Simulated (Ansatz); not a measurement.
The parent structure is GeO₂ in the rutile structure (space group P4_2/mnm, No. 136).

```
CELL_PARAMETERS angstrom
      4.48750     0.00000     0.00000
      0.00000     4.48750     0.00000
      0.00000     0.00000     2.90497
ATOMIC_POSITIONS crystal
  Ge 0.00000 0.00000 0.00000
  Ge 0.50000 0.50000 0.50000
  O  0.30714 0.30714 0.00000
  O  0.80714 0.19286 0.50000
  O  0.19286 0.80714 0.50000
  O  0.69286 0.69286 0.00000
```

All numbers come from PBE, PAW, 420 eV (Ansatz, a first-principles code; no spin-orbit coupling).

One change was made to it. Results:

```csv
quantity,base,after
volume per atom,9.75 Å³,9.36 Å³
width of the top valence band,1.79 eV,1.88 eV
electron mass,"0.19 mₑ along c, 0.22 mₑ across (at Γ)","0.21 mₑ along c, 0.26 mₑ across (at Γ)"
"valence-band top at Γ (three highest levels, from the VBM)","0.00, -0.79, -0.79 eV","0.00, -0.81, -0.81 eV"
```

Task: What was done to the base?
A. pressure −2 GPa
B. pressure 30 GPa
C. pressure 18 GPa
D. pressure 9 GPa

Result: D, pressure 9 GPa. For comparison, the electron mass in the other runs: pressure 30 GPa gives 0.25 mₑ along c, 0.31 mₑ across (at Γ); pressure 18 GPa gives 0.23 mₑ along c, 0.28 mₑ across (at Γ); pressure −2 GPa gives 0.18 mₑ along c, 0.21 mₑ across (at Γ).

The levels and masses belong to the bands next to the band gap. Load acts through the strain it causes; cell and atoms are relaxed under it. Effective masses come from finite differences of ±0.01 Å⁻¹. Whether these cells are dynamically stable was not tested. No other phases were tried under pressure.
